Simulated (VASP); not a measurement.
# PtS2 (P-3m1) in VASP: a series of runs, part 2 of 2

VASP 6.6.1. Earlier steps stand in the parts before.

## (3) Relaxation of cell and atoms, r2SCAN+rVV10

This run uses another cell than the first one, of 18.26 Å³/atom, 0.898 times its volume.

Contents of INCAR:

```
ALGO = Normal
BPARAM = 11.95
CPARAM = 0.0093
EDIFF = 1E-6
EDIFFG = -0.01
ENCUT = 600
IBRION = 2
ISIF = 3
ISMEAR = 0
IVDW_NL = 2
LASPH = T
LCHARG = F
LMIXTAU = T
LREAL = F
LUSE_VDW = T
LWAVE = F
METAGGA = R2SCAN
NELM = 80
NSW = 90
PREC = Accurate
SIGMA = 0.03
```

Contents of KPOINTS:

```
k-points
0
Gamma
  9 9 5
```

Contents of POSCAR:

```
PtS2
1.0
    3.5432000000      0.0000000000      0.0000000000
   -1.7716000000      3.0685012107      0.0000000000
    0.0000000000      0.0000000000      5.0388000000
Pt S
1 2
Direct
    0.0000000000      0.0000000000      0.0000000000
    0.3333333333      0.6666666667      0.2270000000
    0.6666666667      0.3333333333      0.7730000000
```

Potentials or basis: VASP PAW PBE potentials, release 64 (Pt, S).

The run is started by

```
> cat potpaw_PBE.64/Pt/POTCAR potpaw_PBE.64/S/POTCAR > POTCAR
> mpirun -np 1 vasp_std > vasp.out
```

OUTCAR:

```text
BPARAM = 11.95
   EDIFF = 1E-6
   EDIFFG = -0.01
   ENCUT = 600
   IBRION = 2
   ISIF = 3
   ISMEAR = 0
   IVDW_NL = 2
   LASPH = T
   LREAL = F
   METAGGA = R2SCAN
   NELM = 80
   NSW = 90
   PREC = Accurate

 ion  position               nearest neighbor table
   1  0.000  0.000  0.000-   2 2.34   3 2.34   3 2.34   2 2.34   3 2.34   2 2.34
   2  0.333  0.667  0.227-   1 2.34   1 2.34   1 2.34
   3  0.667  0.333  0.773-   1 2.34   1 2.34   1 2.34

  LATTYP: Found a hexagonal cell.
 ALAT       =     3.5432000000
 C/A-ratio  =     1.4221043125

  Lattice vectors:

 A1 = (   3.5432000000,   0.0000000000,   0.0000000000)
 A2 = (  -1.7716000000,   3.0685012107,   0.0000000000)
 A3 = (   0.0000000000,   0.0000000000,   5.0388000000)

Analysis of symmetry for initial positions (statically):
[... 391 lines left out ...]
      6       2.2714      2.00000
      7       2.2714      2.00000
      8       4.0926      2.00000
      9       5.0972      2.00000
     10       5.0972      2.00000
     11       6.1542      2.00000
     12       8.4623      0.00000
     13       8.4623      0.00000
     14      11.3585      0.00000
[... 401 lines left out ...]
      2      -7.1694      2.00000
      3      -0.4912      2.00000
      4      -0.1195      2.00000
      5       0.5692      2.00000
      6       0.9433      2.00000
      7       1.7566      2.00000
      8       3.0207      2.00000
      9       4.3770      2.00000
     10       4.5469      2.00000
     11       5.7633      2.00000
     12       7.2392      0.00000
     13       8.0947      0.00000
     14      12.1521      0.00000
     15      13.9990      0.00000

 [... further k-points ...]

------------------------ aborting loop because EDIFF is reached ----------------------------------------

  FORCE on cell =-STRESS in cart. coord.  units (eV):
  Direction    XX          YY          ZZ          XY          YZ          ZX
  --------------------------------------------------------------------------------------
  -------------------------------------------------------------------------------------
  Total        0.0265671      0.0265671      0.0006353      0.0000000      0.0000000      0.0000000
  in kB        0.7576561      0.7576561      0.0181189      0.0000000      0.0000000      0.0000000
  external PRESSURE =       0.5111437 kB  Pullay stress =       0.0000000 kB
[... 18 lines left out ...]
  FREE ENERGIE OF THE ION-ELECTRON SYSTEM (eV)
  ---------------------------------------------------
  free  energy   TOTEN  =       -68.4173641907 eV

  energy  without entropy=      -68.4173641907  energy(sigma->0) =      -68.41736419

 reached required accuracy - stopping structural energy minimisation
```

OSZICAR:

```text
N       E                     dE             d eps       ncg     rms          rms(c)
DAV:   1     0.742111368950E+02    0.74211E+02   -0.11739E+04  1500   0.151E+03
DAV:   2    -0.692603269328E+02   -0.14347E+03   -0.14030E+03  1871   0.271E+02
DAV:   3    -0.753063849380E+02   -0.60461E+01   -0.60196E+01  1990   0.591E+01
[... 169 lines left out ...]
DAV:   3    -0.684173733220E+02    0.30115E-04   -0.94580E-05  1689   0.968E-02    0.360E-02
DAV:   4    -0.684173585347E+02    0.14787E-04   -0.77211E-05  1626   0.585E-02    0.173E-02
DAV:   5    -0.684173621027E+02   -0.35680E-05   -0.51086E-06  1619   0.214E-02    0.122E-02
DAV:   6    -0.684173595438E+02    0.25588E-05   -0.61048E-06  1640   0.213E-02    0.448E-03
DAV:   7    -0.684173641092E+02   -0.45653E-05   -0.29584E-06  1247   0.174E-02    0.973E-04
DAV:   8    -0.684173641907E+02   -0.81557E-07   -0.30680E-07   771   0.573E-03
  17 F= -.68417364E+02 E0= -.68417364E+02  d E =-.397263E-04
```

Run time: 29 min. Hardware: 1 thread of AMD EPYC 7R13 (Zen 3), shared host; peak memory 0.32 GiB.

Results:

```
Free energy                            : -68.4174 eV
Relaxed volume                         : 18.73 Å³/atom
Relaxed cell                           : a = 3.554 Å, b = 3.554 Å, c = 5.137 Å, α = 90.00°, β = 90.00°, γ = 120.00°
Space group after relaxing (to 0.05 Å) : P-3m1 (No. 164)
Energy gained by relaxing              : 36.6 meV/atom
Ionic steps                            : 17
Pressure after relaxing                : 0.1 GPa
Largest force after relaxing           : 0.004 eV/Å
Band gap on the k mesh                 : 0.99 eV, indirect (least direct gap 1.23 eV)
```

Forces on the atoms (eV/Å):
```
Pt   0.000  0.000  0.000
S    0.000  0.000  0.004
S    0.000  0.000 -0.004
```

Step by step:
```csv
step,energy change (eV),largest force (eV/Å),pressure (GPa),volume (Å³)
1,0.0000,1.2746,8.23,54.78
2,0.1825,1.1286,-12.48,62.56
3,-0.0907,0.2563,-1.03,57.43
4,-0.0908,0.2862,-0.76,57.34
5,-0.1055,0.1363,-0.41,57.00
6,-0.1094,0.0092,-0.12,56.71
7,-0.1094,0.0034,-0.11,56.69
8,-0.1095,0.0285,0.13,56.58
9,-0.1095,0.0215,0.06,56.61
10,-0.1095,0.0225,0.06,56.59
11,-0.1096,0.0238,0.06,56.51
12,-0.1098,0.0276,0.06,56.36
13,-0.1097,0.0356,0.05,56.06
14,-0.1098,0.0310,0.04,56.29
15,-0.1098,0.0114,-0.21,56.29
16,-0.1098,0.0042,-0.10,56.29
17,-0.1099,0.0036,0.05,56.18
```

Final structure:
```
CELL_PARAMETERS angstrom
3.55360 0.00000 0.00000
-1.77680 3.07751 0.00000
0.00000 0.00000 5.13707
ATOMIC_POSITIONS crystal
Pt 0.00000 0.00000 0.00000
S 0.33333 0.66667 0.23871
S 0.66667 0.33333 0.76129
```

Levels at points of the mesh, in eV from the valence-band top:
```tsv
k point	band 9	band 10	band 11	band 12	band 13	band 14
(0.00, 0.00, 0.00)	-1.06	-1.06	0.00	2.31	2.31	5.20
```

Caveat: the PAW data sets were made with another functional, which shifts forces and pressure a little; spin-orbit coupling is left out, which moves the levels of the heavy elements; an odd mesh through Γ misses points on the zone boundary, where band edges often lie.

## (4) Relaxation of cell and atoms, r2SCAN+rVV10

This run uses another cell than the first one, of 18.73 Å³/atom, 0.921 times its volume.

INCAR: that of step 3 with these lines changed.

```diff
@@ -3,4 +3,4 @@
 CPARAM = 0.0093
-EDIFF = 1E-6
-EDIFFG = -0.01
+EDIFF = 1E-7
+EDIFFG = -0.005
 ENCUT = 600
```

KPOINTS is that of step 3.

Contents of POSCAR:

```
PtS2                                    
1.0
    3.5535967045      0.0000000000      0.0000000000
   -1.7767983523      3.0775050209     -0.0000000000
   -0.0000000000      0.0000000000      5.1370663295
  Pt              S             
     1     2
Direct
     0.0000000000000000    1.0000000000000000    0.0000000000000000
     0.3333333332999970    0.6666666667000030    0.2387103102973421
     0.6666666667000030    0.3333333332999970    0.7612896897026580
```

The run is started by

```
> cat potpaw_PBE.64/Pt/POTCAR potpaw_PBE.64/S/POTCAR > POTCAR
> mpirun -np 1 vasp_std > vasp.out
```

It took 7.1 min on 1 thread of AMD EPYC 7R13 (Zen 3), shared host; peak memory 0.33 GiB.

Results (log left out):

- Free energy: -68.4176 eV
- Relaxed volume: 18.73 Å³/atom
- Relaxed cell: a = 3.554 Å, b = 3.554 Å, c = 5.137 Å, α = 90.00°, β = 90.00°, γ = 120.00°
- Space group after relaxing (to 0.05 Å): P-3m1 (No. 164)
- Energy gained by relaxing: 0.0 meV/atom
- Ionic steps: 3
- Pressure after relaxing: 0.0 GPa
- Band gap on the k mesh: 0.99 eV, indirect (least direct gap 1.23 eV)

Final structure:
```xyz
3
Lattice="3.5541 0.0000 0.0000 -1.7771 3.0780 0.0000 0.0000 0.0000 5.1372" Properties=species:S:1:pos:R:3 pbc="T T T"
Pt    0.0000    0.0000    0.0000
S     0.0000    2.0520    1.2264
S     1.7771    1.0260    3.9108
```

Levels at points of the mesh, in eV from the valence-band top:
```csv
k point,band 7,band 8,band 9,band 10,band 11,band 12,band 13,band 14,band 15
"(0.00, 0.00, 0.00)",-3.88,-2.06,-1.06,-1.06,0.00,2.31,2.31,5.20,5.97
```

Caveat: the PAW data sets were made with another functional, which shifts forces and pressure a little; spin-orbit coupling is left out, which moves the levels of the heavy elements; an odd mesh through Γ misses points on the zone boundary, where band edges often lie. r2SCAN opens gaps a little over a GGA but as a rule still falls short of measured ones.
